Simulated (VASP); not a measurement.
# AlAs (F-43m) in VASP: settings compared

The runs below take AlAs through band structure, with PBE-EpsX, PBE, HSE06, PBE0.

All numbers are computed with VASP 6.6.1; they aren't measurements. Logs are shortened: lines on timing, memory, paths and dates and some standing lists are left out, and cuts for length are marked.

## (1) The crystal as given

It takes space group F-43m (No. 216, cubic). Conventional cell: a = 5.682 Å, b = 5.682 Å, c = 5.682 Å, α = 90.00°, β = 90.00°, γ = 90.00°. Al (site symmetry -43m) has 4 As at 2.46 Å as nearest neighbours. As (site symmetry -43m) is surrounded by 4 Al at 2.46 Å.

## (2) Band structure, PBE-EpsX

File POSCAR:

```
AlAs                                    
1.0
    0.0000000000      2.8408844733      2.8408844733
    2.8408844733      0.0000000000      2.8408844733
    2.8408844733      2.8408844733      0.0000000000
  Al              As            
     1     1
Direct
     0.0000000000000000    0.0000000000000000    0.0000000000000000
     0.2500000000000000    0.2500000000000000    0.2500000000000000
```

File INCAR.step1:

```
ALGO = Normal ; EDIFF = 1E-8
ENCUT = 520 ; GGA = PE
ISIF = 2 ; ISMEAR = 0
KPAR = 4 ; LASPH = T
LCHARG = F ; LEPSILON = T
LREAL = F ; LWAVE = F
NELM = 80 ; PREC = Accurate
SIGMA = 0.03
```

File KPOINTS.step1:

```
Automatic mesh
0
G
  8 8 8
  0 0 0
```

File INCAR.step2:

```
ALGO = Normal ; EDIFF = 1E-5
ENCUT = 520 ; GGA = PE
ISIF = 2 ; ISMEAR = 0
KPAR = 4 ; LASPH = T
LCHARG = F ; LREAL = F
LWAVE = T ; NBANDS = 11
NELM = 80 ; PREC = Accurate
SIGMA = 0.03
```

File KPOINTS.step2:

```
k-points
0
Gamma
  6 6 6
```

File INCAR.step3:

```
AEXX = 0.1014 ; ALGO = Normal
EDIFF = 1E-6 ; ENCUT = 520
GGA = PE ; HFRCUT = -1
ISIF = 2 ; ISMEAR = 0
ISTART = 1 ; KPAR = 4
LASPH = T ; LCHARG = F
LHFCALC = T ; LREAL = F
LWAVE = F ; NBANDS = 11
NELM = 80 ; PREC = Accurate
PRECFOCK = Fast ; SIGMA = 0.03
```

File KPOINTS.step3:

```
k-points
0
Gamma
  6 6 6
```

File KPOINTS_OPT:

```
explicit points
6
Reciprocal
 0.0000000000  0.0000000000  0.0000000000 1
 0.3750000000  0.3750000000  0.7500000000 1
 0.5000000000  0.5000000000  0.5000000000 1
 0.6250000000  0.2500000000  0.6250000000 1
 0.5000000000  0.2500000000  0.7500000000 1
 0.5000000000  0.0000000000  0.5000000000 1
```

Potentials or basis: VASP PAW PBE potentials, release 64 (Al, As).

The run is started by

```console
$ cat potpaw_PBE.64/Al/POTCAR potpaw_PBE.64/As/POTCAR > POTCAR
$ cp INCAR.step1 INCAR
$ cp KPOINTS.step1 KPOINTS
$ mpirun -np 4 vasp_std > vasp.out
$ cp INCAR.step2 INCAR
$ cp KPOINTS.step2 KPOINTS
$ mpirun -np 4 vasp_std > vasp.out
$ cp INCAR.step3 INCAR
$ cp KPOINTS.step3 KPOINTS
$ mpirun -np 4 vasp_std > vasp.out
```

OUTCAR:

```text
AEXX = 0.1014
   EDIFF = 1E-6
   ENCUT = 520
   GGA = PE
   ISIF = 2
   ISMEAR = 0
   ISTART = 1
   LASPH = T
   LHFCALC = T
   LREAL = F
   NELM = 80
   PREC = Accurate
   PRECFOCK = Fast

 ion  position               nearest neighbor table
   1  0.000  0.000  0.000-   2 2.46   2 2.46   2 2.46   2 2.46
   2  0.250  0.250  0.250-   1 2.46   1 2.46   1 2.46   1 2.46

  LATTYP: Found a face centered cubic cell.
 ALAT       =     5.6817689466

  Lattice vectors:

 A1 = (   0.0000000000,   2.8408844733,   2.8408844733)
 A2 = (   2.8408844733,   0.0000000000,   2.8408844733)
 A3 = (   2.8408844733,   2.8408844733,   0.0000000000)

Analysis of symmetry for initial positions (statically):
=====================================================================
 Subroutine PRICEL returns:
 Original cell was already a primitive cell.

 Routine SETGRP: Setting up the symmetry group for a
 face centered cubic supercell.

 Subroutine GETGRP returns: Found 24 space group operations
 (whereof 24 operations were pure point group operations)
 out of a pool of 48 trial point group operations.

The static configuration has the point symmetry T_d .

Analysis of symmetry for dynamics (positions and initial velocities):
=====================================================================
 Subroutine PRICEL returns:
 Original cell was already a primitive cell.

 Routine SETGRP: Setting up the symmetry group for a
 face centered cubic supercell.

 Subroutine GETGRP returns: Found 24 space group operations
 (whereof 24 operations were pure point group operations)
 out of a pool of 48 trial point group operations.

The dynamic configuration has the point symmetry T_d .

 Subroutine INISYM returns: Found 24 space group operations
 (whereof 24 operations are pure point group operations),
 and found     1 'primitive' translations

----------------------------------------------------------------------------------------

                                     Primitive cell

  volume of cell :      45.8554

  direct lattice vectors                    reciprocal lattice vectors
     0.000000000  2.840884473  2.840884473    -0.176001525  0.176001525  0.176001525
     2.840884473  0.000000000  2.840884473     0.176001525 -0.176001525  0.176001525
     2.840884473  2.840884473  0.000000000     0.176001525  0.176001525 -0.176001525

  length of vectors
     4.017617351  4.017617351  4.017617351     0.304843584  0.304843584  0.304843584

  position of ions in fractional coordinates (direct lattice)
     0.000000000  0.000000000  0.000000000
     0.250000000  0.250000000  0.250000000

  ion indices of the primitive-cell ions
   primitive index   ion index
                 1           1
                 2           2

----------------------------------------------------------------------------------------

 KPOINTS: k-points

Automatic generation of k-mesh.
 Grid dimensions read from file:
 generate k-points for:    6    6    6

 Generating k-lattice:

  Cartesian coordinates                     Fractional coordinates (reciprocal lattice)
    -0.029333588  0.029333588  0.029333588     0.166666667  0.000000000  0.000000000
     0.029333588 -0.029333588  0.029333588     0.000000000  0.166666667  0.000000000
     0.029333588  0.029333588 -0.029333588     0.000000000  0.000000000  0.166666667

  Length of vectors
     0.050807264  0.050807264  0.050807264

  Shift w.r.t. Gamma in fractional coordinates (k-lattice)
     0.000000000  0.000000000  0.000000000

 Subroutine IBZKPT returns following result:
 ===========================================

 Found     16 irreducible k-points:

 Following reciprocal coordinates:
            Coordinates               Weight
  0.000000  0.000000  0.000000      1.000000
  0.166667  0.000000  0.000000      8.000000
  0.333333  0.000000  0.000000      8.000000
  0.500000  0.000000  0.000000      4.000000
  0.166667  0.166667  0.000000      6.000000
  0.333333  0.166667  0.000000     24.000000
[... 8 lines left out ...]
 -0.333333  0.333333  0.166667     24.000000
 -0.333333  0.500000  0.166667     12.000000
   k-points           NKPTS =     16   k-points in BZ     NKDIM =    216   number of bands    NBANDS=     11
   number of dos      NEDOS =    301   number of ions     NIONS =      2
   total plane-waves  NPLWV =  27000
   dimension x,y,z NGX =    30 NGY =   30 NGZ =   30
   dimension x,y,z NGXF=    60 NGYF=   60 NGZF=   60
   ions per type =               1   1
   NGX,Y,Z   is equivalent  to a cutoff of  12.41, 12.41, 12.41 a.u.
   NGXF,Y,Z  is equivalent  to a cutoff of  24.83, 24.83, 24.83 a.u.
 SYSTEM =  unknown system
   PREC   = accura    normal or accurate (medium, high low for compatibility)
   ISTART =      1    job   : 0-new  1-cont  2-samecut
   ICHARG =      0    charge: 1-file 2-atom 10-const
   ISPIN  =      1    spin polarized calculation?
   LNONCOLLINEAR =      F non collinear calculations
   LSORBIT =      F    spin-orbit coupling
   LASPH  =      T    aspherical Exc in radial PAW
   ENCUT  =  520.0 eV  38.22 Ry    6.18 a.u.   7.47  7.47  7.47*2*pi/ulx,y,z
   NELM   =     80;   NELMIN=  2; NELMDL=  0     # of ELM steps
   EDIFF  = 0.1E-05   stopping-criterion for ELM
   LREAL  =      F    real-space projection
   EDIFFG = 0.1E-04   stopping-criterion for IOM
   NSW    =      0    number of steps for IOM
   IBRION =     -1    ionic relax: 0-MD 1-quasi-New 2-CG
   NFREE  =      0    steps in history (QN), initial steepest desc. (CG)
   ISIF   =      2    stress and relaxation
   ISYM   =      3    0-nonsym 1-usesym 2-fastsym
   POTIM  = 0.5000    time-step for ionic-motion
   TEBEG  =    0.0;   TEEND  =   0.0 temperature during run
   PSTRESS=    0.0 pullay stress
   NELECT =       8.0000    total number of electrons
   NUPDOWN=      -1.0000    fix difference up-down
   EMIN   =  10.00;   EMAX   =-10.00  energy-range for DOS
   EFERMI =   0.00;   METHOD = LEGACY
   ISMEAR =     0;   SIGMA  =   0.03  broadening in eV -4-tet -1-fermi 0-gaus
   EFERMI_NEDOS =   21; number of points for ismear=-14 and -15
   IALGO  =     38    algorithm
   IMIX   =      1    mixing-type and parameters
     AMIX     =   0.40;   BMIX     =  1.00
     AMIX_MAG =   1.60;   BMIX_MAG =  1.00
  volume/ion in A,a.u.               =      22.93       154.72
  Fermi-wavevector in a.u.,A,eV,Ry     =   0.914762  1.728649 11.385202  0.836789
  Thomas-Fermi vector in A             =   2.039426
   LORBIT       =      0    0 simple, 1 ext, 2 COOP (PROOUT), +10 PAW based schemes
   GGA     = PE    functional components
   LHFCALC =     T    Hartree Fock is set to
   PRECFOCK=fast      Normal, Fast or Accurate (Low or Medium for compatibility)
   ENCUT4O =  -1.0   cutoff for four orbital integrals eV
   NKREDX  =     1    reduce k-point grid by
   NKREDY  =     1    reduce k-point grid by
   NKREDZ  =     1    reduce k-point grid by
   AEXX    =    0.1014 exact exchange contribution
   HFSCREEN=    0.0000 screening length (either q_TF or 0.3 A-1)
   HFSCREENC=   0.0000 screening length for correlation (either q_TF or 0.3 A-1)
   ENCUTFOCK=  -1.0 apply spherical cutoff to Coloumb kernel
   IVDW    =     0    specifies the selected vdW correction
   LEPSILON=     F    determine dielectric tensor
   LRPA    =     F    only Hartree local field effects (RPA)
 non-spin polarized calculation
 Gauss-broadening in eV      SIGMA  =   0.03
  energy-cutoff  :      520.00
  volume of cell :       45.86
 maximum number of plane-waves:      1258
 NGX is ok and might be reduce to    30
  NGX = 18; NGY = 18; NGZ = 18

 number of electron       7.9999999 magnetization

 Free energy of the ion-electron system (eV)
  ---------------------------------------------------
  ext. energy  EPLUGINS =         0.00000000
  ---------------------------------------------------
  free energy    TOTEN  =       -10.35157094 eV

  energy without entropy =      -10.35157094  energy(sigma->0) =      -10.35157094

 E-fermi :   3.6345     XC(G=0):  -8.2404

 val. band max:        3.4838759448   @ k =   0.0000   0.0000   0.0000
 cond. band min:       5.4557651235   @ k =   0.5000   0.5000   0.0000
 fundamental gap:      1.9718891787
 Fermi energy:         3.6344815093

 k-point     1 :       0.0000    0.0000    0.0000
  band No.  band energies     occupation
      1      -8.8568      2.00000
      2       3.4839      2.00000
      3       3.4839      2.00000
      4       3.4839      2.00000
      5       6.0509      0.00000
      6       8.3698      0.00000
      7       8.3698      0.00000
      8       8.3698      0.00000
      9      12.9790      0.00000
     10      13.1929      0.00000
     11      13.1929      0.00000

 k-point     2 :       0.1667    0.0000    0.0000
  band No.  band energies     occupation
      1      -8.5782      2.00000
      2       1.3292      2.00000
      3       3.2129      2.00000
      4       3.2129      2.00000
      5       6.8482      0.00000
      6       8.8180      0.00000
      7       8.8180      0.00000
      8       9.2705      0.00000
      9      12.3910      0.00000
     10      12.3910      0.00000
     11      13.8733      0.00000

 k-point     3 :       0.3333    0.0000    0.0000
  band No.  band energies     occupation
      1      -7.8764      2.00000
      2      -1.1816      2.00000
      3       2.7965      2.00000
      4       2.7965      2.00000
      5       6.3862      0.00000
      6       8.9646      0.00000
      7       8.9646      0.00000
      8      11.6293      0.00000
      9      13.2205      0.00000
     10      13.2205      0.00000
     11      13.4974      0.00000
[... 155 lines left out ...]
 k-point    15 :      -0.3333    0.3333    0.1667
  band No.  band energies     occupation
      1      -6.9557      2.00000
      2      -1.8502      2.00000
      3       0.2071      2.00000
      4       1.3991      2.00000
      5       7.9969      0.00000
      6       8.6705      0.00000
      7      10.8429      0.00000
      8      11.5537      0.00000
      9      12.5253      0.00000
     10      15.7004      0.00000
     11      16.9844      0.00000

 k-point    16 :      -0.3333    0.5000    0.1667
  band No.  band energies     occupation
      1      -6.7882      2.00000
      2      -1.9277      2.00000
      3       0.4537      2.00000
      4       0.7157      2.00000
      5       7.2207      0.00000
      6       8.1807      0.00000
      7      11.2775      0.00000
      8      11.9728      0.00000
      9      14.8124      0.00000
     10      16.5098      0.00000
     11      16.7984      0.00000

------------------------ aborting loop because EDIFF is reached ----------------------------------------

  FORCE on cell =-STRESS in cart. coord.  units (eV):
  Direction    XX          YY          ZZ          XY          YZ          ZX
  --------------------------------------------------------------------------------------
  -------------------------------------------------------------------------------------
  Total        0.2868349      0.2868349      0.2868349     -0.0000000      0.0000000     -0.0000000
  in kB       10.0219427     10.0219427     10.0219427     -0.0000000      0.0000000     -0.0000000
  external PRESSURE =      10.0219427 kB  Pullay stress =       0.0000000 kB

 VOLUME and BASIS-vectors are now :
 -----------------------------------------------------------------------------
  energy-cutoff  :      520.00
  volume of cell :       45.86
      direct lattice vectors                 reciprocal lattice vectors
     0.000000000  2.840884473  2.840884473    -0.176001525  0.176001525  0.176001525
     2.840884473  0.000000000  2.840884473     0.176001525 -0.176001525  0.176001525
     2.840884473  2.840884473  0.000000000     0.176001525  0.176001525 -0.176001525

 POSITION                                       TOTAL-FORCE (eV/Angst)
 -----------------------------------------------------------------------------------
      0.00000      0.00000      0.00000         0.000000      0.000000      0.000000
      1.42044      1.42044      1.42044        -0.000000     -0.000000     -0.000000
 -----------------------------------------------------------------------------------
    total drift:                               -0.000000     -0.000000     -0.000000

  FREE ENERGIE OF THE ION-ELECTRON SYSTEM (eV)
  ---------------------------------------------------
  free  energy   TOTEN  =       -10.3515709398 eV

  energy  without entropy=      -10.3515709398  energy(sigma->0) =      -10.35157094
```

Run time: 3.8 min. Hardware: 4 MPI ranks of Intel Xeon Platinum 8375C at 2.90GHz (Ice Lake), shared host; peak memory 0.23 GiB.

Results:

```yaml
Free_energy: -10.3516 eV
Pressure: 1.0 GPa
Band_gap_on_the_k_mesh: 1.97 eV, indirect (least direct gap 2.57 eV)
Band_gap_along_the_path: 1.97 eV, indirect (least direct gap 2.57 eV)
```

Caveat: the PAW data sets were made with another functional, which shifts forces and pressure a little.

[end of part 1 of 2]
